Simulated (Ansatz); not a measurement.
Crystal: Mn, fcc type, 1 atom in the cell.

Level of theory: Ansatz 0.2.0 development build, PBE, plane waves, PAW datasets (generated soft set 1).

Cutoff 420 eV; k-mesh 18×18×18 Γ-centred; Fermi–Dirac smearing of 0.0612 eV; no spin polarisation.

(1) What equilibrium volume, lattice constant and bulk modulus does this give?

## Answers

(1) V₀ = 10.747 Å³/atom (a₀ = 3.503 Å), B₀ = 281 GPa, B₀′ = 4.43. The points behind the fit:

```json
{"V (Å³/atom)": "10.108", "a (Å)": "3.4322", "E − E(min) (meV/atom)": "37.18", "P (GPa)": "19.69"}
{"V (Å³/atom)": "10.323", "a (Å)": "3.4564", "E − E(min) (meV/atom)": "15.73", "P (GPa)": "12.35"}
{"V (Å³/atom)": "10.538", "a (Å)": "3.4803", "E − E(min) (meV/atom)": "3.66", "P (GPa)": "5.76"}
{"V (Å³/atom)": "10.753", "a (Å)": "3.5038", "E − E(min) (meV/atom)": "0.00", "P (GPa)": "-0.16"}
{"V (Å³/atom)": "10.969", "a (Å)": "3.5270", "E − E(min) (meV/atom)": "3.86", "P (GPa)": "-5.48"}
{"V (Å³/atom)": "11.184", "a (Å)": "3.5499", "E − E(min) (meV/atom)": "14.45", "P (GPa)": "-10.25"}
{"V (Å³/atom)": "11.399", "a (Å)": "3.5725", "E − E(min) (meV/atom)": "31.16", "P (GPa)": "-14.53"}
```

The published all-electron PBE values for this crystal (mean of FLEUR and WIEN2k, k-spacing 0.06 Å⁻¹; Bosoni et al., Nat. Rev. Phys. 6, 45 (2024)) are V₀ = 10.747 Å³/atom, B₀ = 280.6 GPa, B₀′ = 4.41. This run's mesh is coarser (spacing 0.17 Å⁻¹), so part of any difference comes from k-sampling.

The stress includes the program's correction for the finite plane-wave basis.

This cubic structure is a model: it isn't the usual form of the substance at ambient conditions, and such phases are metastable or hypothetical. The real material is magnetic: without spin this is a model state, and volume, stiffness and gap can lie far from those of the magnetic ground state. The k-mesh is modest, so these values aren't fully converged in k.
